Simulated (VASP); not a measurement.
Set up this calculation in VASP 6.6.1, as the native input.

| Property | Result |
| --- | --- |
| Task | single point |
| Functional | PBE |
| Potentials or basis | VASP PAW PBE potentials, release 64 (Na_pv, S) |
| Cutoff | 520 eV |
| k mesh | 8 × 8 × 8 |
| Occupations | gaussian, width 0.02 eV |
| Spin | no spin polarisation |
| Dipole correction | no |
| Further INCAR settings | ALGO = Normal; EDIFF = 1e-06; NBANDS = 17 |

The structure of Na2S lies in POSCAR:

```
Na2S
1.0
    0.0000000000      3.2840057951      3.2840057951
    3.2840057951      0.0000000000      3.2840057951
    3.2840057951      3.2840057951      0.0000000000
Na S
2 1
Direct
    0.2500000000      0.2500000000      0.2500000000
    0.7500000000      0.7500000000      0.7500000000
    0.0000000000      0.0000000000      0.0000000000
```

One way to write it, as run:

INCAR

```
SYSTEM = Na2S
PREC = Accurate
ENCUT = 520
EDIFF = 1E-6
ISMEAR = 0
SIGMA = 0.02
LREAL = .False.
LASPH = .True.
NELM = 60
ALGO = Normal
ISIF = 2
LWAVE = .False.
LCHARG = .True.
GGA = PE
LELF = .True.
LVHAR = .True.
NBANDS = 17
```

KPOINTS

```
Automatic mesh
0
Gamma
  8 8 8
  0 0 0
```

Potentials or basis: VASP PAW PBE potentials, release 64 (Na_pv, S).

The run is started by

```bash
$ cat potpaw_PBE.64/Na_pv/POTCAR potpaw_PBE.64/S/POTCAR > POTCAR
$ mpirun -np 1 vasp_std > vasp.out
```

It gave:

```yaml
Pressure: 0.0 GPa
Band_gap_on_the_k_mesh: 2.44 eV, direct
```

Run time: 41 s on 1 thread of Intel(R) Xeon(R) Platinum 8259CL CPU @ 2.50GHz (Skylake/Cascade Lake) (shared host), peak memory 0.2 GiB.
